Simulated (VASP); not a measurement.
Set up this calculation in VASP 6.6.1, as the native input.

```yaml
Task: relaxation of cell and atoms
Functional: PBE
Potentials_or_basis: VASP PAW PBE potentials, release 64 (Be, C)
Cutoff: 600 eV
k_mesh: 12 × 12 × 12
Occupations: gaussian, width 0.02 eV
Spin: no spin polarisation
Dipole_correction: no
Further_INCAR_settings: ALGO = Normal; EDIFF = 1e-07; IBRION = 2; EDIFFG = -0.005; NSW = 100; ISIF = 3
```

The structure of Be2C lies in POSCAR:

```
Be2C
1.0
    0.0000000000      2.1650000000      2.1650000000
    2.1650000000      0.0000000000      2.1650000000
    2.1650000000      2.1650000000      0.0000000000
Be C
2 1
Direct
    0.2500000000      0.2500000000      0.2500000000
    0.7500000000      0.7500000000      0.7500000000
    0.0000000000      0.0000000000      0.0000000000
```

These files were run (other wordings do the same):

INCAR

```
SYSTEM = Be2C
  PREC = Accurate
  ENCUT = 600
  EDIFF = 1E-7
  ISMEAR = 0
  SIGMA = 0.02
  LREAL = .FALSE.
  LASPH = .TRUE.
  NELM = 60
  ALGO = Normal
  ISIF = 3
  LWAVE = .FALSE.
  LCHARG = .FALSE.
  GGA = PE
  IBRION = 2
  NSW = 100
  EDIFFG = -0.005
```

KPOINTS

```
regular mesh
0
G
  12 12 12
  0 0 0
```

Potentials or basis: VASP PAW PBE potentials, release 64 (Be, C).

The run is started by

```bash
$ cat potpaw_PBE.64/Be/POTCAR potpaw_PBE.64/C/POTCAR > POTCAR
$ mpirun -np 1 vasp_std > vasp.out
```

It gave:

- Pressure after relaxing: 0.0 GPa
- Band gap on the k mesh: 1.16 eV, indirect (least direct gap 4.13 eV)

Caveat: the relaxation stopped at its first step, so nothing moved.

It took 4.7 s on 1 thread of Intel(R) Xeon(R) 6975P-C (Granite Rapids), with other jobs on the host, peak memory 0.14 GiB.
